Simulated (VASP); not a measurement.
# CoO (I4/mmm) in VASP: a series of runs

One crystal, CoO, is run at these levels: PBE; tasks: equation of state.

Program: VASP 6.6.1. These are calculated values, not measurements. Logs are shortened: lines on timing, memory, paths and dates and some standing lists are left out, and cuts for length are marked.

## Step 1: The structure

The structure is tetragonal, space group I4/mmm (No. 139). The conventional cell has a = 3.010 Å, b = 3.010 Å, c = 4.212 Å, α = 90.00°, β = 90.00°, γ = 90.00°. Co (site symmetry 4/mmm) has 6 O at 2.11 to 2.13 Å as nearest neighbours. O (site symmetry 4/mmm) is surrounded by 6 Co at 2.11 to 2.13 Å.

## Step 2: Equation of state, PBE, collinear spin, ferromagnetic start, 9.16 Å³/atom (a relaxed cell with its volume scaled by 0.96)

INCAR reads:

```
ALGO = Normal
EDIFF = 1E-6
ENCUT = 520
GGA = PE
ISIF = 2
ISMEAR = -1
ISPIN = 2
LASPH = T
LCHARG = F
LMAXMIX = 4
LORBIT = 11
LREAL = F
LWAVE = F
MAGMOM = 2 0
NELM = 100
PREC = Accurate
SIGMA = 0.05
```

KPOINTS reads:

```
k-points
0
Gamma
  10 10 10
```

POSCAR reads:

```
CoO                                     
1.0
   -1.4846849114      1.4846849114      2.0773137847
    1.4846849114     -1.4846849114      2.0773137847
    1.4846849114      1.4846849114     -2.0773137847
  Co              O             
     1     1
Direct
     0.0000000000000000    1.0000000000000000    1.0000000000000000
     0.5000000000000000    0.5000000000000000    0.0000000000000000
```

Potentials or basis: VASP PAW PBE potentials, release 64 (Co, O).

The run is started by

```sh
$ cat potpaw_PBE.64/Co/POTCAR potpaw_PBE.64/O/POTCAR > POTCAR
$ mpirun -np 1 vasp_std > vasp.out
```

OUTCAR:

```text
EDIFF = 1E-6
   ENCUT = 520
   GGA = PE
   ISIF = 2
   ISMEAR = -1
   ISPIN = 2
   LASPH = T
   LORBIT = 11
   LREAL = F
   NELM = 100
   PREC = Accurate

 ion  position               nearest neighbor table
   1  0.000  0.000  0.000-   2 2.08   2 2.08   2 2.10   2 2.10   2 2.10   2 2.10
   2  0.500  0.500  0.000-   1 2.08   1 2.08   1 2.10   1 2.10   1 2.10   1 2.10

  LATTYP: Found a body centered tetragonal cell.
 ALAT       =     2.9693698228
 C/A-ratio  =     1.3991613768

  Lattice vectors:

 A1 = (  -1.4846849114,   1.4846849114,   2.0773137847)
 A2 = (   1.4846849114,  -1.4846849114,   2.0773137847)
 A3 = (   1.4846849114,   1.4846849114,  -2.0773137847)

Analysis of symmetry for initial positions (statically):
=====================================================================
 Subroutine PRICEL returns:
 Original cell was already a primitive cell.

 Routine SETGRP: Setting up the symmetry group for a
 body centered tetragonal supercell.

 Subroutine GETGRP returns: Found 16 space group operations
 (whereof 16 operations were pure point group operations)
 out of a pool of 16 trial point group operations.

The static configuration has the point symmetry D_4h.

Analysis of symmetry for dynamics (positions and initial velocities):
=====================================================================
 Subroutine PRICEL returns:
 Original cell was already a primitive cell.

 Routine SETGRP: Setting up the symmetry group for a
 body centered tetragonal supercell.

 Subroutine GETGRP returns: Found 16 space group operations
 (whereof 16 operations were pure point group operations)
 out of a pool of 16 trial point group operations.

The dynamic configuration has the point symmetry D_4h.

Analysis of structural, dynamic, and magnetic symmetry:
=====================================================================
 Subroutine PRICEL returns:
 Original cell was already a primitive cell.

 Routine SETGRP: Setting up the symmetry group for a
 body centered tetragonal supercell.

 Subroutine GETGRP returns: Found 16 space group operations
 (whereof 16 operations were pure point group operations)
 out of a pool of 16 trial point group operations.

The overall configuration has the point symmetry D_4h.

 Subroutine INISYM returns: Found 16 space group operations
 (whereof 16 operations are pure point group operations),
 and found     1 'primitive' translations

----------------------------------------------------------------------------------------

                                     Primitive cell

  volume of cell :      18.3160

  direct lattice vectors                    reciprocal lattice vectors
    -1.484684911  1.484684911  2.077313785     0.000000000  0.336771793  0.240695461
     1.484684911 -1.484684911  2.077313785     0.336771793  0.000000000  0.240695461
     1.484684911  1.484684911 -2.077313785     0.336771793  0.336771793  0.000000000

  length of vectors
     2.953609848  2.953609848  2.953609848     0.413943892  0.413943892  0.476267237

  position of ions in fractional coordinates (direct lattice)
     0.000000000  0.000000000  0.000000000
     0.500000000  0.500000000  0.000000000

  ion indices of the primitive-cell ions
   primitive index   ion index
                 1           1
                 2           2

----------------------------------------------------------------------------------------

 KPOINTS: k-points

Automatic generation of k-mesh.
 Grid dimensions read from file:
 generate k-points for:   10   10   10

 Generating k-lattice:

  Cartesian coordinates                     Fractional coordinates (reciprocal lattice)
     0.000000000  0.033677179  0.024069546     0.100000000 -0.000000000  0.000000000
     0.033677179  0.000000000  0.024069546    -0.000000000  0.100000000  0.000000000
     0.033677179  0.033677179  0.000000000     0.000000000  0.000000000  0.100000000

  Length of vectors
     0.041394389  0.041394389  0.047626724

  Shift w.r.t. Gamma in fractional coordinates (k-lattice)
     0.000000000  0.000000000  0.000000000

 Subroutine IBZKPT returns following result:
 ===========================================

 Found    102 irreducible k-points:

 Following reciprocal coordinates:
            Coordinates               Weight
  0.000000  0.000000  0.000000      1.000000
  0.100000  0.000000 -0.000000      8.000000
  0.200000  0.000000 -0.000000      8.000000
  0.300000  0.000000  0.000000      8.000000
  0.400000 -0.000000  0.000000      8.000000
  0.500000  0.000000 -0.000000      4.000000
[... 16 lines left out ...]
  0.300000  0.300000  0.000000      8.000000
  0.400000  0.300000  0.000000     16.000000
 [... further k-points ...]
   k-points           NKPTS =    102   k-points in BZ     NKDIM =    102   number of bands    NBANDS=     12
   number of dos      NEDOS =    301   number of ions     NIONS =      2
   total plane-waves  NPLWV =  13824
   dimension x,y,z NGX =    24 NGY =   24 NGZ =   24
[... 89 lines left out ...]
      1     -11.9112      1.00000
      2       4.3374      1.00000
      3       4.4066      1.00000
      4       4.4263      1.00000
      5       5.6399      1.00000
      6       5.6993      1.00000
      7       5.9713      1.00000
      8       6.4181      1.00000
      9       6.4287      1.00000
     10      10.6565      0.00000
     11      23.9470      0.00000
     12      26.8790      0.00000
[... 301 lines left out ...]
 k-point    23 :       0.3000    0.3000    0.0000
  band No.  band energies     occupation
      1     -10.6079      1.00000
      2       1.0806      1.00000
      3       2.2629      1.00000
      4       2.5333      1.00000
      5       6.1599      1.00000
      6       6.4118      1.00000
      7       6.9371      1.00000
      8       6.9732      1.00000
      9       8.5690      0.90329
     10      16.7128      0.00000
     11      18.2914      0.00000
     12      18.9316      0.00000

 k-point    24 :       0.4000    0.3000    0.0000
  band No.  band energies     occupation
      1     -10.5664      1.00000
      2       1.3860      1.00000
      3       2.0432      1.00000
      4       2.7746      1.00000
      5       5.9376      1.00000
      6       6.5525      1.00000
      7       6.8262      1.00000
      8       7.0840      1.00000
      9       7.9374      1.00000
     10      16.9237      0.00000
     11      17.8991      0.00000
     12      19.1418      0.00000

 [... further k-points ...]

 spin component 2

 k-point     1 :       0.0000    0.0000    0.0000
  band No.  band energies     occupation
      1     -11.5829      1.00000
      2       5.7765      1.00000
      3       5.8295      1.00000
      4       5.8295      1.00000
      5       7.4447      1.00000
      6       7.4448      1.00000
      7       7.4886      1.00000
      8       8.6404      0.69117
      9       8.6757      0.52493
     10      10.4875      0.00000
     11      25.6259      0.00000
     12      27.7401      0.00000

 k-point     2 :       0.1000    0.0000   -0.0000
  band No.  band energies     occupation
      1     -11.4675      1.00000
      2       4.9672      1.00000
      3       5.4301      1.00000
      4       5.4628      1.00000
      5       7.5834      1.00000
      6       7.5960      1.00000
      7       7.6626      1.00000
      8       9.0274      0.00097
      9       9.0494      0.00063
     10      11.1728      0.00000
     11      24.2007      0.00000
     12      27.4088      0.00000
[... 301 lines left out ...]
 k-point    23 :       0.3000    0.3000    0.0000
  band No.  band energies     occupation
      1     -10.1149      1.00000
      2       1.7070      1.00000
      3       2.8081      1.00000
      4       3.7417      1.00000
      5       8.3663      0.99815
      6       8.3971      0.99657
      7       8.7744      0.13295
      8       9.7606      0.00000
      9      11.2287      0.00000
     10      17.2115      0.00000
     11      19.0721      0.00000
     12      19.3780      0.00000

 k-point    24 :       0.4000    0.3000    0.0000
  band No.  band energies     occupation
      1     -10.0642      1.00000
      2       1.9080      1.00000
      3       2.6759      1.00000
      4       3.8787      1.00000
      5       7.8650      1.00000
      6       8.5797      0.88277
      7       8.8123      0.06710
      8       9.9747      0.00000
      9      10.6595      0.00000
     10      17.5505      0.00000
     11      18.5631      0.00000
     12      19.6122      0.00000

 [... further k-points ...]

------------------------ aborting loop because EDIFF is reached ----------------------------------------

  FORCE on cell =-STRESS in cart. coord.  units (eV):
  Direction    XX          YY          ZZ          XY          YZ          ZX
  --------------------------------------------------------------------------------------
  -------------------------------------------------------------------------------------
  Total        0.8364095      0.8364095      0.8988606      0.0000000     -0.0000000      0.0000000
  in kB       73.1642373     73.1642373     78.6270953      0.0000000     -0.0000000      0.0000000
  external PRESSURE =      74.9851899 kB  Pullay stress =       0.0000000 kB

 VOLUME and BASIS-vectors are now :
 -----------------------------------------------------------------------------
  energy-cutoff  :      520.00
  volume of cell :       18.32
      direct lattice vectors                 reciprocal lattice vectors
    -1.484684911  1.484684911  2.077313785     0.000000000  0.336771793  0.240695461
     1.484684911 -1.484684911  2.077313785     0.336771793  0.000000000  0.240695461
     1.484684911  1.484684911 -2.077313785     0.336771793  0.336771793  0.000000000

 POSITION                                       TOTAL-FORCE (eV/Angst)
 -----------------------------------------------------------------------------------
      0.00000      0.00000      0.00000         0.000000      0.000000     -0.000000
      0.00000      0.00000      2.07731         0.000000      0.000000      0.000000
 -----------------------------------------------------------------------------------
    total drift:                               -0.000000      0.000000     -0.000000

  FREE ENERGIE OF THE ION-ELECTRON SYSTEM (eV)
  ---------------------------------------------------
  free  energy   TOTEN  =       -13.0450803851 eV

  energy  without entropy=      -13.0095240840  energy(sigma->0) =      -13.02730223

 total charge

# of ion       s       p       d       tot
------------------------------------------
    1        0.309   0.392   7.195   7.895
    2        1.557   3.445   0.000   5.003
--------------------------------------------------
tot          1.866   3.837   7.195  12.898

 magnetization (x)

# of ion       s       p       d       tot
------------------------------------------
    1        0.021   0.019   2.396   2.436
    2        0.030   0.229   0.000   0.258
--------------------------------------------------
tot          0.051   0.248   2.396   2.694
```

Run time: 22 s. Hardware: 1 thread of Intel Xeon 6975P-C (Granite Rapids), shared host; peak memory 0.17 GiB.

What came out:

* Free energy: -13.0451 eV
* Pressure: 7.5 GPa
* Band gap on the k mesh: none (metal or under the smearing width)
* Net moment: 2.74 μB per cell
* Site moments: Co +2.44; O +0.26 μB
* Valence electrons inside the program's atomic spheres: Co 7.89; O 5.00

Caveat: a cell with one magnetic atom can't hold antiferromagnetic order, which such compounds often take; semilocal functionals often make such compounds metallic where correlation or magnetic order opens a gap, which also shifts bond lengths.

## Step 3: Equation of state, PBE, collinear spin, ferromagnetic start, 9.35 Å³/atom (a relaxed cell with its volume scaled by 0.98)

INCAR is that of step 2.

KPOINTS is that of step 2.

POSCAR reads:

```
CoO                                     
1.0
   -1.4949244413      1.4949244413      2.0916405394
    1.4949244413     -1.4949244413      2.0916405394
    1.4949244413      1.4949244413     -2.0916405394
  Co              O             
     1     1
Direct
     0.0000000000000000    1.0000000000000000    1.0000000000000000
     0.5000000000000000    0.5000000000000000    0.0000000000000000
```

Potentials or basis: VASP PAW PBE potentials, release 64 (Co, O).

The run is started by

```sh
$ cat potpaw_PBE.64/Co/POTCAR potpaw_PBE.64/O/POTCAR > POTCAR
$ mpirun -np 1 vasp_std > vasp.out
```

It took 20 s on 1 thread of Intel Xeon 6975P-C (Granite Rapids), shared host; peak memory 0.17 GiB.

It converged, with:

```yaml
Free_energy: -13.0589 eV
Pressure: 3.8 GPa
Band_gap_on_the_k_mesh: none (metal or under the smearing width)
Net_moment: 2.82 μB per cell
Site_moments: Co +2.50; O +0.28 μB
Valence_electrons_inside_the_program's_atomic_spheres: Co 7.85; O 4.99
```

Caveat: a cell with one magnetic atom can't hold antiferromagnetic order, which such compounds often take; semilocal functionals often make such compounds metallic where correlation or magnetic order opens a gap, which also shifts bond lengths.

## Step 4: Equation of state, PBE, collinear spin, ferromagnetic start, 9.54 Å³/atom

INCAR is that of step 3.

KPOINTS is that of step 3.

POSCAR reads:

```
CoO                                     
1.0
   -1.5050255885      1.5050255885      2.1057736745
    1.5050255885     -1.5050255885      2.1057736745
    1.5050255885      1.5050255885     -2.1057736745
  Co              O             
     1     1
Direct
     0.0000000000000000    1.0000000000000000    1.0000000000000000
     0.5000000000000000    0.5000000000000000    0.0000000000000000
```

The run is started by

```sh
$ cat potpaw_PBE.64/Co/POTCAR potpaw_PBE.64/O/POTCAR > POTCAR
$ mpirun -np 1 vasp_std > vasp.out
```

Wall time 21 s (1 thread of Intel Xeon 6975P-C (Granite Rapids), shared host); peak memory 0.17 GiB.

The run converged. Its results:

```
Free energy                                           : -13.0639 eV
Pressure                                              : 0.2 GPa
Band gap on the k mesh                                : none (metal or under the smearing width)
Net moment                                            : 2.87 μB per cell
Site moments                                          : Co +2.53; O +0.29 μB
Valence electrons inside the program's atomic spheres : Co 7.82; O 4.99
```

Caveat: a cell with one magnetic atom can't hold antiferromagnetic order, which such compounds often take; semilocal functionals often make such compounds metallic where correlation or magnetic order opens a gap, which also shifts bond lengths.

## Step 5: Equation of state, PBE, collinear spin, ferromagnetic start, 9.73 Å³/atom (a relaxed cell with its volume scaled by 1.02)

INCAR is that of step 4.

KPOINTS is that of step 4.

POSCAR reads:

```
CoO                                     
1.0
   -1.5149929359      1.5149929359      2.1197196019
    1.5149929359     -1.5149929359      2.1197196019
    1.5149929359      1.5149929359     -2.1197196019
  Co              O             
     1     1
Direct
     0.0000000000000000    1.0000000000000000    1.0000000000000000
     0.5000000000000000    0.5000000000000000    0.0000000000000000
```

The run is started by

```sh
$ cat potpaw_PBE.64/Co/POTCAR potpaw_PBE.64/O/POTCAR > POTCAR
$ mpirun -np 1 vasp_std > vasp.out
```

Run time: 21 s. Hardware: 1 thread of Intel Xeon 6975P-C (Granite Rapids), shared host; peak memory 0.17 GiB.

Results (log left out):

```yaml
Free_energy: -13.0609 eV
Pressure: -3.1 GPa
Band_gap_on_the_k_mesh: none (metal or under the smearing width)
Net_moment: 2.91 μB per cell
Site_moments: Co +2.56; O +0.30 μB
Valence_electrons_inside_the_program's_atomic_spheres: Co 7.78; O 4.98
```

Caveat: a cell with one magnetic atom can't hold antiferromagnetic order, which such compounds often take; semilocal functionals often make such compounds metallic where correlation or magnetic order opens a gap, which also shifts bond lengths.

## Step 6: Equation of state, PBE, collinear spin, ferromagnetic start, 9.92 Å³/atom (a relaxed cell with its volume scaled by 1.04)

INCAR is that of step 5.

KPOINTS is that of step 5.

POSCAR reads:

```
CoO                                     
1.0
   -1.5248308280      1.5248308280      2.1334844006
    1.5248308280     -1.5248308280      2.1334844006
    1.5248308280      1.5248308280     -2.1334844006
  Co              O             
     1     1
Direct
     0.0000000000000000    1.0000000000000000    1.0000000000000000
     0.5000000000000000    0.5000000000000000    0.0000000000000000
```

Potentials or basis: VASP PAW PBE potentials, release 64 (Co, O).

The run is started by

```sh
$ cat potpaw_PBE.64/Co/POTCAR potpaw_PBE.64/O/POTCAR > POTCAR
$ mpirun -np 1 vasp_std > vasp.out
```

Wall time 22 s (1 thread of Intel Xeon 6975P-C (Granite Rapids), shared host); peak memory 0.18 GiB.

It converged, with:

```yaml
Free_energy: -13.0503 eV
Pressure: -6.1 GPa
Band_gap_on_the_k_mesh: none (metal or under the smearing width)
Net_moment: 2.94 μB per cell
Site_moments: Co +2.59; O +0.31 μB
Valence_electrons_inside_the_program's_atomic_spheres: Co 7.75; O 4.97
```

Caveat: a cell with one magnetic atom can't hold antiferromagnetic order, which such compounds often take; semilocal functionals often make such compounds metallic where correlation or magnetic order opens a gap, which also shifts bond lengths.

## Step 7: Equation of state, PBE, collinear spin, ferromagnetic start

No new run: the results of the series are fitted here.

Results:

| Property | Result |
| --- | --- |
| Equilibrium volume | 9.56 Å³/atom |
| Bulk modulus at fixed shape and positions | 169 GPa |
| Pressure derivative of the bulk modulus | 2.6 (rough: it moves with the points fitted) |

Energy against volume, from the lowest point:
```
volume (Å³/atom)  energy (meV/atom)
           9.158               9.43
           9.349               2.54
           9.540               0.00
           9.730               1.54
           9.921               6.84
```

Caveat: the cell was scaled at fixed shape and fractional positions, which overstates the stiffness of a crystal with free parameters, most of all of layers and chains.
